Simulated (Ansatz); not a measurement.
Set up this calculation in Ansatz 0.2.0, as the native input.

```yaml
Task: single point
Functional: LDA
Potentials_or_basis: Ansatz PAW
Cutoff: "420 eV (not typed: the program's choice for these potentials)"
k_mesh: 7 × 4 × 7
Occupations: gaussian, width 0.05 eV
Spin: collinear spin, antiferromagnetic start
Starting_moments: "[1.0, -1.0, 0.0, 0.0] μB"
Hubbard_terms: Ni d U = 7 eV
Hubbard_projectors: ortho-atomic (the default)
Double_counting: fll (the default)
```

NiO:

```
Ni O
1.0
     1.39153    2.41020    0.00000
    -4.17459    2.41020    0.00000
     0.00000    0.00000    2.71613
Ni O
2 2
Direct
  0.00000 0.00000 0.00000
  0.50000 0.50000 0.00000
  0.50000 0.83333 0.50000
  0.00000 0.33333 0.50000
```

Measurements of this composition are mostly on another form, of space group No. 225.

The cell isn't the ideal one: another cell of the same crystal, with 4 atoms.

The input as run:

input.yaml

```yaml
crystal:
  lattice:
    - [1.3915304, 2.41020134, 0.0]
    - [-4.17459118, 2.41020134, 0.0]
    - [0.0, 0.0, 2.71612944]
  atoms:
    - { symbol: Ni, position: [0.0, 0.0, 0.0], spin: 1.0 }
    - { symbol: Ni, position: [0.5, 0.5, 0.0], spin: -1.0 }
    - { symbol: O, position: [0.5, 0.8333333333, 0.5] }
    - { symbol: O, position: [0.0, 0.3333333333, 0.5] }
hamiltonian:
  xc: lda
  pseudopotentials: { kind: paw }
  hubbard: { sites: [{ species: Ni, l: d, u_eff: 7.0 }] }
magnetization:
  spin_polarized: true
kpoints:
  mp_grid: { grid: [7, 4, 7] }
scf:
  occupations: { method: gaussian, width: 0.05 }
output:
  forces: true
  stress: true
  eigenvalues: true
  write_density: true
  write_potential: true
  elf: true
  volumetric_format: npy
```

Potentials or basis: Ansatz PAW.

Command:

```bash
$ ansatz run input.yaml --threads 2 --pin off --max-ram 5632MiB --backend cpu --events-out ev --progress --plain --runs-dir out
```

Results of the run:

```yaml
Pressure: -3.1 GPa
Largest_force: 0.139 eV/Å
Band_gap_on_the_k_mesh: 1.93 eV
Net_moment: 0.00 μB per cell
Absolute_moment: 3.66 μB per cell
Site_moments: Ni +1.64, -1.64; O +0.08, -0.08 μB
```

Caveat: the magnetic or orbital state may not be the lowest; odd divisions of the mesh miss points on the zone boundary, where band edges often lie, so the gap on the mesh can be too wide; the pressure holds a Pulay correction of +0.9 GPa for the finite cutoff; the PAW data sets come from PBE, with cores solved anew for the run's functional, which leaves a small shift of forces and pressure.

Wall time 20 s on 2 threads of Arm Neoverse V2, with other jobs on the host, peak memory 0.68 GiB.
